The sweep value is the wave cutoff in eV: it sets the shortest wave available to build the electron orbitals of fcc nickel. The density cutoff does the same for the charge density and is about eight times larger in each row. Both rise together down the table, while the crystal stays the same.

Plane-wave LDA calculations with SIRIUS 7.10.0 for fcc nickel at a fixed 10.49 Å³/atom, using the JTH LDA 2.0 PAW dataset, collinear spins with a ferromagnetic start, an 11×11×11 k mesh and cold smearing of 0.05 eV. The sweep value is the wave cutoff in eV, and energies are free energies relative to the run at the highest cutoff.

```csv
sweep density cutoff (eV),sweep value,energy less tightest (meV/atom),pressure (GPa),force miss (eV/Å)
1740,217.7,342184.6,-12436.1,0.000
2500,313.5,59664.6,-3728.2,0.000
3410,426.7,6103.1,-581.6,0.000
4450,557.3,571.4,-33.6,0.000
5630,705.3,431.3,-17.9,0.000
6950,870.8,157.2,-22.1,0.000
9190,1151.6,15.1,-9.4,0.000
11740,1471.6,0.0,-10.3,0.000
```

### 1. Why does the energy fall as the cutoff rises?

The 3d electrons of nickel sit in a compact shell, as do the 3s and 3p electrons, which the deep total energy suggests are also treated as valence here. A compact shape can be built only with the help of short waves. With too few of them the orbitals are forced to be too smooth, which costs energy. Each new set of waves gives the electrons more freedom, and the energy falls at every step of the table. By the same reasoning a simple metal such as aluminium, whose valence electrons are spread out, should need a lower cutoff.

### 2. Does the zero force miss show that a low cutoff is enough?

It does not. The single atom sits at a centre of symmetry, so the pushes from opposite sides cancel at any cutoff. The coarsest row has a perfect force and an energy 342 eV/atom above the tightest row.

### 3. Is a small change between two rows a sign of convergence?

Not by itself. The step from 557.3 to 705.3 eV lowers the energy by only 140 meV/atom, yet 431 meV/atom still separates the new row from the tightest one. The next step is larger again. A user who stopped at the first small change would have been misled by a false plateau.

### 4. Why is the pressure so strongly negative at low cutoff?

A negative pressure means that the crystal pulls inward. The pressure is computed for a fixed set of waves, which stretch with the cell. In a larger cell the shortest wave is therefore longer, the compact orbitals are described less well, and the energy rises. The calculation reports this loss of resolution as a resistance to stretching.

A single narrow wave packet in a periodic box, built from a fixed number of waves, behaves in the same way: widen the box and the packet blurs.

### 5. How large should this false pressure be?

For a fixed number of waves, the cutoff $E_\mathrm{cut}$ falls with the volume per atom $V$ as $V^{-2/3}$. The energy per atom $E$ therefore gains an extra dependence on volume by way of the cutoff, which adds a false pressure

$$P_\mathrm{false}=\frac{2}{3V}\,\frac{\mathrm{d}E}{\mathrm{d}\ln E_\mathrm{cut}} .$$

Both cutoffs scale alike, so the formula covers them together. For the first step, with $V=10.49$ Å³ and 1 eV/Å³ equal to about 160 GPa,

$$P_\mathrm{false}\approx\frac{2}{3\times10.49}\times\frac{59.7-342.2}{\ln(313.5/217.7)}\ \mathrm{eV/Å^3}\approx-7900\ \mathrm{GPa}.$$

The mean of the two computed pressures is about −8100 GPa, so nearly all of this tension comes from the coarse basis. The formula has no adjustable constant, and the worked step was not used to set it. In the next two steps it gives 82% and 69% of the mean pressure. Averaging alone can explain that shortfall, because the mean of two end values overstates the average of a steeply falling quantity. If the tension falls exponentially with $\ln E_\mathrm{cut}$ within each step, the estimate matches its average to within about 10% in all three. The printed output below makes the comparison for each step.

### 6. How can the pressure get worse while the energy gets better?

From 705.3 to 870.8 eV the energy error falls to less than half, yet the pressure moves from −17.9 to −22.1 GPa. The false pressure follows the slope of the energy against the cutoff, not the error that is left. A row can be closer to the final energy and still lie on a steeper part of the curve.

The table gives this explanation only partial support. The estimate averages −13 GPa over this step, after −6 GPa over the one before, so the energy curve does steepen. Yet the mean of the two computed pressures moves the other way, from about −26 to −20 GPa. An average over a whole step cannot show the slope at a single row, so a finer sweep between 557.3 and 870.8 eV would be needed to test the explanation.

### 7. Which digits of the last row can be trusted?

The zero energy is the reference by definition, not a measured error. The last step still lowers the energy by 15 meV/atom, so a target of 10 meV/atom has not been shown to be met. The pressure changes by 0.9 GPa in that step, which leaves "about −10 GPa" as a fair reading and makes the decimals meaningless.

Most of this remaining tension is probably real, since the estimated false pressure over the last step is only −0.6 GPa. LDA binds nickel too tightly and favours a smaller cell than the one used, so the crystal pulls inward.

What stays open is the cause of the uneven fall of the energy. One expected cause, not tested here, is that the share of short waves in a compact orbital need not shrink steadily. It can pass through zero at one wavelength and return at shorter ones, so that new waves near the zero lower the energy very little. The runs are spin-polarised and start ferromagnetic, but their final moments are not reported, so a change of magnetic state between rows cannot be ruled out. The two cutoffs also move together. Raising the wave cutoff at a fixed, high density cutoff, and then the reverse, would tell whether the orbitals or the charge density need the finer description.

Output of the analysis:

```
Change from the row above to this row:
    row  wave cutoff in eV  energy change in meV/atom  share of remaining error removed in percent  pressure change in GPa  pressure less tightest row in GPa
   1740              217.7                        n/a                                          n/a                     n/a                             -12426
   2500              313.5                    -282520                                        82.56                    8708                              -3718
   3410              426.7                     -53562                                        89.77                    3147                             -571.3
   4450              557.3                      -5532                                        90.64                     548                              -23.3
   5630              705.3                     -140.1                                        24.52                    15.7                               -7.6
   6950              870.8                     -274.1                                        63.55                    -4.2                              -11.8
   9190               1152                     -142.1                                        90.39                    12.7                                0.9
  11740               1472                      -15.1                                          100                    -0.9                                  0
False pressure estimated from the energy step ending at this row:
    row  wave cutoff in eV  mean computed pressure of the two rows in GPa  estimated false pressure in GPa  remainder in GPa  estimate over mean
   1740              217.7                                            n/a                              n/a               n/a                 n/a
   2500              313.5                                          -8082                            -7888            -193.9               0.976
   3410              426.7                                          -2155                            -1769            -385.8               0.821
   4450              557.3                                         -307.6                           -210.9            -96.66              0.6858
   5630              705.3                                         -25.75                           -6.057            -19.69              0.2352
   6950              870.8                                            -20                           -13.24            -6.759               0.662
   9190               1152                                         -15.75                           -5.177            -10.57              0.3287
  11740               1472                                          -9.85                          -0.6271            -9.223             0.06366
Density cutoff over wave cutoff in the tightest row: 7.981
Energy error of the coarsest row in eV/atom: 342.2
Orders of magnitude by which the error falls from the coarsest to the last row before the reference: 4.355
Error left at 705 eV over the size of the step that led there: 3.079
Rows other than the reference within 10 meV/atom: 0
Last pressure change as percent of the last pressure: 8.738
Factor in the number of plane waves from the coarsest to the tightest row: 17.58
Cubic lattice constant of the cell in angstrom: 3.475
```
